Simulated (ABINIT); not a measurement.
# BaTiO3 (Pm-3m) in ABINIT: a series of runs

Runs on BaTiO3. Level: LDA. Tasks: G0W0 quasiparticle levels, one-shot levels of the hybrid PBE0.

All numbers are computed with ABINIT 10.8.3 (patched build); they aren't measurements. Logs are shortened: lines on timing, memory, paths and dates and some standing lists are left out, and cuts for length are marked. The log counts tension as positive stress, the text compression.

## (1) Starting point

The structure is cubic, space group Pm-3m (No. 221). The conventional cell has a = 4.006 Å, b = 4.006 Å, c = 4.006 Å, α = 90.00°, β = 90.00°, γ = 90.00°. Around Ba (site symmetry m-3m) lie 12 O at 2.83 Å. Ti (site symmetry m-3m) is surrounded by 6 O at 2.00 Å. O (site symmetry 4/mmm) is surrounded by 2 Ti at 2.00 Å.

## (2) G0W0 quasiparticle levels, LDA

Contents of run.abi:

```
ndtset 4

pp_dirpath "./"
pseudos "Ba.upf, Ti.upf, O.upf"

acell 7.5702428553 7.5702428553 7.5702428553
rprim
     1.0000000000     0.0000000000     0.0000000000
     0.0000000000     1.0000000000     0.0000000000
     0.0000000000     0.0000000000     1.0000000000
ntypat 3
znucl 56 22 8
natom 5
typat 1 2 3 3 3
xred
            1/2            1/2            1/2
            0.0            0.0            0.0
            0.0            0.0            1/2
            0.0            1/2            0.0
            1/2            0.0            0.0

ecut 35.0

kptopt 1
ngkpt 4 4 4
nshiftk 1
shiftk 0.0 0.0 0.0
istwfk *1

ixc 7

occopt 1

nstep 80
diemac 6.0

iomode 3
prteig 0
prtebands 0

nband1 20
tolvrs1 1.0e-12
prtden1 1
prtwf1 0

iscf2 -2
getden2 1
nband2 198
nbdbuf2 18
tolwfr2 1.0e-12
nstep2 120
prtden2 0

optdriver3 3
getwfk3 2
nband3 180
ecuteps3 7.0
ecutwfn3 21.0
inclvkb3 2
ppmodel3 1
gwcomp3 1
gwencomp3 2.0

optdriver4 4
getwfk4 2
nband4 180
ecuteps4 7.0
ecutsigx4 35.0
ecutwfn4 35.0
symsigma4 1
getscr4 3
ppmodel4 1
gw_qprange4 1
gwcomp4 1
gwencomp4 2.0
```

Potentials or basis: PseudoDojo NC SR LDA v0.4.1 standard.

Started as:

```sh
$ mpirun --bind-to none -np 4 abinit run.abi > log 2>&1
```

run.abo:

```text
.Version 10.8.3 of ABINIT
 DATASET    1 : space group Pm -3 m (#221); Bravais cP (primitive cubic)
================================================================================
 Values of the parameters that define the memory need for DATASET  1.
     intxc =       0    ionmov =       0      iscf =       7    lmnmax =       6
     lnmax =       6     mgfft =      45  mpssoang =       3    mqgrid =    3001
     natom =       5  nloc_mem =       1    nspden =       1   nspinor =       1
    nsppol =       1      nsym =      48    n1xccc =    2501    ntypat =       3
    occopt =       1   xclevel =       1
       mpw =        4337          nfft =       91125          nkpt =          10
================================================================================
================================================================================
[... 25 lines left out ...]
 DATASET    4 : space group Pm -3 m (#221); Bravais cP (primitive cubic)
================================================================================
 Values of the parameters that define the memory need for DATASET  4.
     intxc =       0    ionmov =       0      iscf =       7    lmnmax =       6
     lnmax =       6     mgfft =      45  mpssoang =       3    mqgrid =    3001
     natom =       5  nloc_mem =       1    nspden =       1   nspinor =       1
    nsppol =       1      nsym =      48    n1xccc =    2501    ntypat =       3
    occopt =       1   xclevel =       1
       mpw =        4337          nfft =       91125          nkpt =          10
================================================================================
================================================================================

--------------------------------------------------------------------------------
------------- Echo of variables that govern the present computation ------------
--------------------------------------------------------------------------------
 -outvars: echo values of preprocessed input variables --------
            acell      7.5702428553E+00  7.5702428553E+00  7.5702428553E+00 Bohr
              amu      1.37327000E+02  4.78800000E+01  1.59994000E+01
           diemac      6.00000000E+00
             ecut1     3.50000000E+01 Hartree
             ecut2     3.50000000E+01 Hartree
             ecut3     2.10000000E+01 Hartree
             ecut4     3.50000000E+01 Hartree
          ecuteps1     0.00000000E+00 Hartree
          ecuteps2     0.00000000E+00 Hartree
          ecuteps3     7.00000000E+00 Hartree
          ecuteps4     7.00000000E+00 Hartree
         ecutsigx1     0.00000000E+00 Hartree
         ecutsigx2     0.00000000E+00 Hartree
         ecutsigx3     0.00000000E+00 Hartree
         ecutsigx4     3.50000000E+01 Hartree
          ecutwfn1     0.00000000E+00 Hartree
          ecutwfn2     0.00000000E+00 Hartree
          ecutwfn3     2.10000000E+01 Hartree
          ecutwfn4     3.50000000E+01 Hartree
           getden1          0
[... 8 lines left out ...]
           getwfk2          0
           getwfk3          2
           getwfk4          2
           gwcomp1          0
[... 775 lines left out ...]
       18   6.112 -19.966 -24.827   4.152   0.765  -0.307 -20.508  -0.542   5.570
       19   6.112 -19.966 -24.827   4.152   0.765  -0.307 -20.508  -0.542   5.570
       20   6.112 -19.966 -24.827   4.152   0.765  -0.307 -20.508  -0.542   5.570
       21   7.944 -18.796 -11.402  -6.147   0.776  -0.289 -17.829   0.967   8.911
       22   7.944 -18.796 -11.402  -6.147   0.776  -0.289 -17.829   0.967   8.911
       23   7.944 -18.796 -11.402  -6.147   0.776  -0.289 -17.829   0.967   8.911
...
[... 129 lines left out ...]
kpoint     : [   0.500,    0.500,    0.500, ]
spin       : 1
KS_gap     :    4.173
QP_gap     :    5.718
Delta_QP_KS:    1.546
data: !SigmaeeData |
     Band     E0 <VxcDFT>   SigX SigC(E0)      Z dSigC/dE  Sig(E)    E-E0       E
       18   6.248 -19.731 -24.897   4.493   0.758  -0.319 -20.241  -0.511   5.738
       19   6.248 -19.731 -24.897   4.493   0.758  -0.319 -20.241  -0.511   5.738
       20   6.248 -19.731 -24.897   4.493   0.758  -0.319 -20.241  -0.511   5.738
       21  10.421 -21.685 -13.143  -7.143   0.740  -0.352 -20.650   1.035  11.456
       22  10.421 -21.685 -13.143  -7.143   0.740  -0.352 -20.650   1.035  11.456
       23  10.421 -21.685 -13.143  -7.143   0.740  -0.352 -20.650   1.035  11.456
...

 New Fermi energy :        2.691568E-01 Ha ,    7.324129E+00 eV

 === QP Band Gaps ===
  >>>> For spin  1
   Minimum direct gap =   3.3408 [eV], located at k-point      :   0.0000  0.0000  0.0000
   Fundamental gap    =   3.1730 [eV], Top of valence bands at :   0.5000  0.5000  0.5000
                                       Bottom of conduction at :   0.0000  0.0000  0.0000

== END DATASET(S) ==============================================================
================================================================================

 -outvars: echo values of variables after computation  --------
            acell      7.5702428553E+00  7.5702428553E+00  7.5702428553E+00 Bohr
           etotal1    -1.3739299271E+02
           etotal3     0.0000000000E+00
           etotal4     0.0000000000E+00
            fcart1    -0.0000000000E+00 -0.0000000000E+00 -0.0000000000E+00
                      -0.0000000000E+00 -0.0000000000E+00 -0.0000000000E+00
                      -0.0000000000E+00 -0.0000000000E+00 -0.0000000000E+00
                      -0.0000000000E+00 -0.0000000000E+00 -0.0000000000E+00
                      -0.0000000000E+00 -0.0000000000E+00 -0.0000000000E+00
            fcart3     0.0000000000E+00  0.0000000000E+00  0.0000000000E+00
                       0.0000000000E+00  0.0000000000E+00  0.0000000000E+00
                       0.0000000000E+00  0.0000000000E+00  0.0000000000E+00
                       0.0000000000E+00  0.0000000000E+00  0.0000000000E+00
                       0.0000000000E+00  0.0000000000E+00  0.0000000000E+00
            fcart4     0.0000000000E+00  0.0000000000E+00  0.0000000000E+00
                       0.0000000000E+00  0.0000000000E+00  0.0000000000E+00
                       0.0000000000E+00  0.0000000000E+00  0.0000000000E+00
                       0.0000000000E+00  0.0000000000E+00  0.0000000000E+00
                       0.0000000000E+00  0.0000000000E+00  0.0000000000E+00
           strten1     3.5501125257E-04  3.5501125257E-04  3.5501125257E-04
                       0.0000000000E+00  0.0000000000E+00  0.0000000000E+00
           strten3     0.0000000000E+00  0.0000000000E+00  0.0000000000E+00
                       0.0000000000E+00  0.0000000000E+00  0.0000000000E+00
           strten4     0.0000000000E+00  0.0000000000E+00  0.0000000000E+00
                       0.0000000000E+00  0.0000000000E+00  0.0000000000E+00
           xangst      2.0029999987E+00  2.0029999987E+00  2.0029999987E+00
                       0.0000000000E+00  0.0000000000E+00  0.0000000000E+00
                       0.0000000000E+00  0.0000000000E+00  2.0029999987E+00
                       0.0000000000E+00  2.0029999987E+00  0.0000000000E+00
                       2.0029999987E+00  0.0000000000E+00  0.0000000000E+00
             xred      5.0000000000E-01  5.0000000000E-01  5.0000000000E-01
                       0.0000000000E+00  0.0000000000E+00  0.0000000000E+00
                       0.0000000000E+00  0.0000000000E+00  5.0000000000E-01
                       0.0000000000E+00  5.0000000000E-01  0.0000000000E+00
                       5.0000000000E-01  0.0000000000E+00  0.0000000000E+00
 Calculation completed.
```

Wall time 12 min (4 MPI ranks of Arm Neoverse V1, shared host); peak memory 1.7 GiB.

What came out:

| Item | Value |
| --- | --- |
| Band gap on the k mesh, mean-field level | 1.70 eV, indirect (least direct gap 1.83 eV) |
| Quasiparticle gap | 3.17 eV |
| Least direct quasiparticle gap | 3.34 eV |

Caveat: bands and screening cutoff are small, so the values aren't converged; this release of the barium file is off; spin-orbit coupling is left out, which moves the levels of the heavy elements. A k mesh can miss the band edges.

## (3) One-shot levels of the hybrid PBE0, LDA

Contents of run.abi:

```
# Datasets
ndtset 3

# Pseudopotentials
pp_dirpath "./"
pseudos "Ba.upf, Ti.upf, O.upf"

# Structure
acell 3*1.0 Angstrom
rprim
     4.0060000000     0.0000000000     0.0000000000
     0.0000000000     4.0060000000     0.0000000000
     0.0000000000     0.0000000000     4.0060000000
ntypat 3
znucl 56 22 8
natom 5
typat 1 2 3 3 3
xred
            1/2            1/2            1/2
            0.0            0.0            0.0
            0.0            0.0            1/2
            0.0            1/2            0.0
            1/2            0.0            0.0

# Plane-wave basis
ecut 952.398519 eV

# k points
kptopt 1
ngkpt 4 4 4
nshiftk 1
shiftk 0.0 0.0 0.0
istwfk *1

# Exchange and correlation
ixc 7

# Bands and occupations
occopt 1

# SCF cycle
nstep 80
diemac 6.0

# Output
iomode 3
prteig 0
prtebands 0

# Dataset 1: ground state
nband1 20
tolvrs1 1.0e-12
prtden1 1
prtwf1 0

# Dataset 2: empty bands at fixed density
iscf2 -2
getden2 1
nband2 32
nbdbuf2 4
tolwfr2 1.0e-12
nstep2 120
prtden2 0

# Dataset 3: self-energy
optdriver3 4
getwfk3 2
nband3 28
ecutsigx3 35.0
ecutwfn3 35.0
symsigma3 1
gwcalctyp3 15
ixc_sigma3 41
getden3 1
fftgw3 01
gw_qprange3 -24
```

Potentials or basis: PseudoDojo NC SR LDA v0.4.1 standard.

Started as:

```sh
$ abinit run.abi > log 2>&1
```

run.abo:

```text
.Version 10.8.3 of ABINIT
 DATASET    1 : space group Pm -3 m (#221); Bravais cP (primitive cubic)
================================================================================
 Values of the parameters that define the memory need for DATASET  1.
     intxc =       0    ionmov =       0      iscf =       7    lmnmax =       6
     lnmax =       6     mgfft =      45  mpssoang =       3    mqgrid =    3001
     natom =       5  nloc_mem =       1    nspden =       1   nspinor =       1
    nsppol =       1      nsym =      48    n1xccc =    2501    ntypat =       3
    occopt =       1   xclevel =       1
       mpw =        4337          nfft =       91125          nkpt =          10
================================================================================
================================================================================
[... 13 lines left out ...]
 DATASET    3 : space group Pm -3 m (#221); Bravais cP (primitive cubic)
================================================================================
 Values of the parameters that define the memory need for DATASET  3.
     intxc =       0    ionmov =       0      iscf =       7    lmnmax =       6
     lnmax =       6     mgfft =      45  mpssoang =       3    mqgrid =    3001
     natom =       5  nloc_mem =       1    nspden =       1   nspinor =       1
    nsppol =       1      nsym =      48    n1xccc =    2501    ntypat =       3
    occopt =       1   xclevel =       2
       mpw =        4337          nfft =       91125          nkpt =          10
================================================================================
================================================================================

--------------------------------------------------------------------------------
------------- Echo of variables that govern the present computation ------------
--------------------------------------------------------------------------------
 -outvars: echo values of preprocessed input variables --------
            acell      1.8897261259E+00  1.8897261259E+00  1.8897261259E+00 Bohr
              amu      1.37327000E+02  4.78800000E+01  1.59994000E+01
           diemac      6.00000000E+00
             ecut1     3.50000000E+01 Hartree
             ecut2     3.50000000E+01 Hartree
             ecut3     3.50000000E+01 Hartree
         ecutsigx1     0.00000000E+00 Hartree
         ecutsigx2     0.00000000E+00 Hartree
         ecutsigx3     3.50000000E+01 Hartree
          ecutwfn1     0.00000000E+00 Hartree
[... 569 lines left out ...]
        6   -10.281   -19.120   -10.281    -5.946    -7.739     0.000     1.000     0.000    -7.739    -3.405   -13.686   -13.686
[... 371 lines left out ...]
       27    13.972   -23.866    13.972    19.324    -3.786     0.000     1.000     0.000    -3.786     1.566    15.538    15.538
       28    13.972   -23.866    13.972    19.324    -3.786     0.000     1.000     0.000    -3.786     1.566    15.538    15.538
...

 New Fermi energy :        2.560392E-01 Ha ,    6.967182E+00 eV
 New Exchange energy :    -4.927550E+00 Ha ,   -1.340855E+02 eV

 === QP Band Gaps ===
  >>>> For spin  1
   Minimum direct gap =   5.0807 [eV], located at k-point      :   0.0000  0.0000  0.0000
   Fundamental gap    =   5.0119 [eV], Top of valence bands at :   0.5000  0.5000  0.5000
                                       Bottom of conduction at :   0.0000  0.0000  0.0000

 writing QP data on file : runo_DS3_QPS

 Convergence of QP corrections
 >>>>> For spin  1 <<<<<

== END DATASET(S) ==============================================================
================================================================================

 -outvars: echo values of variables after computation  --------
            acell      1.8897261259E+00  1.8897261259E+00  1.8897261259E+00 Bohr
           etotal1    -1.3739299271E+02
           etotal3     0.0000000000E+00
            fcart1    -0.0000000000E+00 -0.0000000000E+00 -0.0000000000E+00
                      -0.0000000000E+00 -0.0000000000E+00 -0.0000000000E+00
                      -0.0000000000E+00 -0.0000000000E+00 -0.0000000000E+00
                      -0.0000000000E+00 -0.0000000000E+00 -0.0000000000E+00
                      -0.0000000000E+00 -0.0000000000E+00 -0.0000000000E+00
            fcart3     0.0000000000E+00  0.0000000000E+00  0.0000000000E+00
                       0.0000000000E+00  0.0000000000E+00  0.0000000000E+00
                       0.0000000000E+00  0.0000000000E+00  0.0000000000E+00
                       0.0000000000E+00  0.0000000000E+00  0.0000000000E+00
                       0.0000000000E+00  0.0000000000E+00  0.0000000000E+00
            rprim      4.0060000000E+00  0.0000000000E+00  0.0000000000E+00
                       0.0000000000E+00  4.0060000000E+00  0.0000000000E+00
                       0.0000000000E+00  0.0000000000E+00  4.0060000000E+00
           strten1     3.5501126444E-04  3.5501126444E-04  3.5501126444E-04
                       0.0000000000E+00  0.0000000000E+00  0.0000000000E+00
           strten3     0.0000000000E+00  0.0000000000E+00  0.0000000000E+00
                       0.0000000000E+00  0.0000000000E+00  0.0000000000E+00
           xangst      2.0030000000E+00  2.0030000000E+00  2.0030000000E+00
                       0.0000000000E+00  0.0000000000E+00  0.0000000000E+00
                       0.0000000000E+00  0.0000000000E+00  2.0030000000E+00
                       0.0000000000E+00  2.0030000000E+00  0.0000000000E+00
                       2.0030000000E+00  0.0000000000E+00  0.0000000000E+00
             xred      5.0000000000E-01  5.0000000000E-01  5.0000000000E-01
                       0.0000000000E+00  0.0000000000E+00  0.0000000000E+00
                       0.0000000000E+00  0.0000000000E+00  5.0000000000E-01
                       0.0000000000E+00  5.0000000000E-01  0.0000000000E+00
                       5.0000000000E-01  0.0000000000E+00  0.0000000000E+00
 Calculation completed.
```

Run time: 7.8 min. Hardware: 1 thread of Arm Neoverse N1, shared host; peak memory 0.58 GiB.

Results:

* Band gap on the k mesh: 1.70 eV, indirect (least direct gap 1.83 eV)
* Band gap of the one-shot hybrid: 5.01 eV
* Direct band gap of the one-shot hybrid: 5.08 eV

Caveat: this release of the barium file is off; spin-orbit coupling is left out, which moves the levels of the heavy elements. A k mesh can miss the band edges.
